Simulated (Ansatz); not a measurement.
**Li2O: how the settings move a relaxation**

Aim: see which settings change the result for Li2O, by how much, and at what cost.

Computed with Ansatz 0.2.0 (reference: DFT, PBE, PAW with Ansatz's default frozen-core files, scalar-relativistic, unless a step's input says otherwise).

### Step 1. The starting structure

Symmetry: Fm-3m, No. 225, cubic system. The conventional cell has a = 4.654 Å, b = 4.654 Å, c = 4.654 Å, α = 90.00°, β = 90.00°, γ = 90.00°. Li (site symmetry -43m) is surrounded by 4 O at 2.02 Å. O (site symmetry m-3m) is surrounded by 8 Li at 2.02 Å.

As a file:

```cif
data_structure
_symmetry_space_group_name_H-M 'Fm-3m'
_symmetry_Int_Tables_number 225
_cell_length_a 4.6537
_cell_length_b 4.6537
_cell_length_c 4.6537
_cell_angle_alpha 90.000
_cell_angle_beta 90.000
_cell_angle_gamma 90.000
_cell_volume 100.79
loop_
_atom_site_label
_atom_site_type_symbol
_atom_site_symmetry_multiplicity
_atom_site_Wyckoff_symbol
_atom_site_fract_x
_atom_site_fract_y
_atom_site_fract_z
_atom_site_occupancy
Li1 Li 8 c 0.25000 0.25000 0.75000 1
O1 O 4 a 0.00000 0.00000 0.00000 1
```

### Step 2. Baseline

Contents of input.yaml:

```yaml
crystal:
  lattice:
    - [0.0, 2.3268543819, 2.3268543819]
    - [2.3268543819, 0.0, 2.3268543819]
    - [2.3268543819, 2.3268543819, 0.0]
  atoms:
    - { symbol: Li, position: [0.75, 0.75, 0.75] }
    - { symbol: Li, position: [0.25, 0.25, 0.25] }
    - { symbol: O, position: [0.0, 0.0, 0.0] }
kpoints:
  mp_grid: { grid: [10, 10, 10] }
scf:
  occupations: { method: fermi_dirac, width: 0.03 }
hamiltonian:
  xc: pbe
  pseudopotentials: { kind: paw }
output:
  forces: true
  stress: true
  write_density: true
  write_potential: true
  elf: true
  volumetric_format: npy
relax:
  f_tol: 0.01
  max_steps: 30
```

On the command line:

```
> ansatz run input.yaml --threads 1 --pin off --max-ram 3072MiB --backend cpu --events-out ev --progress --plain --runs-dir out
```

### Step 3. Changed: mp_grid.grid [8, 8, 8], xc rpbe, f_tol 0.001, max_displacement 0.05

input.yaml, as its differences from that of step 2:

```diff
@@ -10,3 +10,3 @@
 kpoints:
-  mp_grid: { grid: [10, 10, 10] }
+  mp_grid: { grid: [8, 8, 8] }
 scf:
@@ -14,3 +14,3 @@
 hamiltonian:
-  xc: pbe
+  xc: rpbe
   pseudopotentials: { kind: paw }
@@ -19,8 +19,5 @@
   stress: true
-  write_density: true
-  write_potential: true
-  elf: true
-  volumetric_format: npy
 relax:
-  f_tol: 0.01
+  f_tol: 0.001
   max_steps: 30
+  max_displacement: 0.05
```

Before running it: what results should come out? Wanted: for each run, ending; energy change; pressure; gap; force.

The runs gave:

| run | ending | energy change | pressure (GPa) | gap (eV) | force (eV/Å) | cycles | time |
| --- | --- | --- | --- | --- | --- | --- | --- |
| reference | converged | - | -1.4 | 4.95 | 0.00 | 6 | 1.1 s |
| 1: mp_grid.grid [8, 8, 8], xc rpbe, f_tol 0.001, max_displacement 0.05 | converged | not comparable | 2.1 | 5.09 | 0.00 | 6 | 0.62 s |

Times don't compare one to one where runs were asked for different outputs or read a saved state (see the inputs); cycles may leave out searches for a lower state.

After a change of functional the difference of the totals has no physical meaning; the pressure goes from -1.4 to 2.1 GPa and the gap on the mesh goes from 4.95 to 5.09 eV. The k-point mesh and walk settings changed too. Symmetry fixes the atoms and the cell is held, so no setting can move this relaxation. 

The gaps are Kohn-Sham values of a semilocal functional, not quasiparticle or optical gaps. Such gaps usually fall short of the measured ones.
